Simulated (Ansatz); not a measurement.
A plane-wave DFT run in Ansatz 0.2.0 (scalar-relativistic PAW potentials unless the input names others): input and command.

```yaml
crystal:
  lattice:
    - [4.0260136579, 0.0, 0.0]
    - [0.0, 4.0260136579, 0.0]
    - [0.0, 0.0, 4.0260136579]
  atoms:
    - { symbol: Ti, position: [0.5, 0.5, 0.5] }
    - { symbol: Pb, position: [0.0, 0.0, 0.0] }
    - { symbol: O, position: [0.5, 0.0, 0.5] }
    - { symbol: O, position: [0.5, 0.5, 0.0] }
    - { symbol: O, position: [0.0, 0.5, 0.5] }
basis:
  ecutwfc: 420
kpoints:
  mp_grid: { grid: [8, 8, 8] }
hamiltonian:
  xc: pbe
scf:
  occupations: { method: gaussian, width: 0.02 }
  mixing: { algorithm: msr1, beta: 0.9, ndim: 16 }
output:
  forces: true
  eigenvalues: true
  stress: true
```

```bash
ansatz run input.yaml --threads 1 --pin off --max-ram 2560MiB --backend cpu --events-out ev --progress --plain --runs-dir out
```

Abridged log:
```
Basis set: ecut = 420 eV, 1309 PW (Γ), exchange–correlation on 54×54×54 points (8 copies of the dense FFT grid, shifted against one another)
Bands: 27, of which v1, the nominal top of the filled ones, is band 22 counted from 1 (21 counted from 0)
Symmetry: 48 space group operations
k-points: 35 of 512
SCF iter   1: F=—  HF=-16112.273480 eV  |F-HF|=—  |Δ(HF+E_count)|=         —  Δρ=1.23e-3  dr2=9.01e-4  ethr=1.77e-3  ⟨swp⟩=6.7  Hψ=4456  notcnv=0
SCF iter   2: F=—  HF=-16112.274548 eV  |F-HF|=—  |Δ(HF+E_count)|=   1.07e-3  Δρ=2.08e-3  dr2=4.15e-3  ethr=2.05e-6  ⟨swp⟩=2.6  Hψ=2178  notcnv=0  defer=35
SCF iter   3: F=—  HF=-16112.273945 eV  |F-HF|=—  |Δ(HF+E_count)|=   6.03e-4  Δρ=1.50e-3  dr2=1.58e-3  ethr=2.05e-6  ⟨swp⟩=2.1  Hψ=1821  notcnv=0  defer=35
SCF iter   4: F=—  HF=-16112.273679 eV  |F-HF|=—  |Δ(HF+E_count)|=   2.67e-4  Δρ=2.06e-4  dr2=3.67e-5  ethr=2.05e-6  ⟨swp⟩=2.0  Hψ=1303  notcnv=0  defer=35
SCF iter   5: F=—  HF=-16112.272889 eV  |F-HF|=—  |Δ(HF+E_count)|=   7.90e-4  Δρ=5.83e-5  dr2=2.39e-6  ethr=8.34e-8  ⟨swp⟩=2.1  Hψ=1587  notcnv=0  defer=34
SCF iter   6: F=-16112.272889 eV  HF=-16112.272889 eV  |F-HF|=3.73e-9  |Δ(HF+E_count)|=   1.26e-7  Δρ=4.93e-6  dr2=6.97e-9  ethr=2.27e-10  ⟨swp⟩=6.5  Hψ=4383  notcnv=0
SCF 1 converged in 6 iterations: F = -16112.272889 eV  dr2 = 6.97e-9
SCF converged after 6 iterations
Free energy (F): -16112.272889 eV
Harris-Foulkes:  -16112.272889 eV  (|F-HF|=3.73e-9)
Internal energy: -16112.272889 eV  (E = F + TS)
E sigma→0 (E₀):  -16112.272889 eV
Fermi energy:    10.542237 eV
--- Forces (eV/Å), atoms counted from 1 ---
  atom   1  Ti     0.00000000     0.00000000     0.00000000
  atom   2  Pb     0.00000000     0.00000000     0.00000000
  atom   3  O      0.00000000     0.00000000     0.00000000
  atom   4  O      0.00000000     0.00000000     0.00000000
  atom   5  O      0.00000000     0.00000000     0.00000000
--- Stress (GPa, compression-positive) ---
       -6.996731       0.000000       0.000000
        0.000000      -6.996731       0.000000
        0.000000       0.000000      -6.996731
  P = ⅓ Tr σ = -6.9967 GPa (-69.967 kbar)
```

Apart from outputs and empty bands, the input differs from a reference run on usual settings in scf.mixing.algorithm: not typed → "msr1"; scf.mixing.beta: not typed → 0.9; scf.mixing.ndim: not typed → 16. The reference, at the same geometry (not necessarily relaxed), gave pressure -7.00 GPa, largest force 0.000 eV/Å, gap on the mesh 1.69 eV. This run converged in 6 SCF iterations (reference: 6) with an energy at zero smearing within 0.01 meV/atom of the reference's, pressure -7.00 GPa, largest force 0.000 eV/Å, gap on the mesh 1.69 eV.

It took 3.6 s on 1 thread of Arm Neoverse V2, with other jobs on the host, peak memory 0.35 GiB.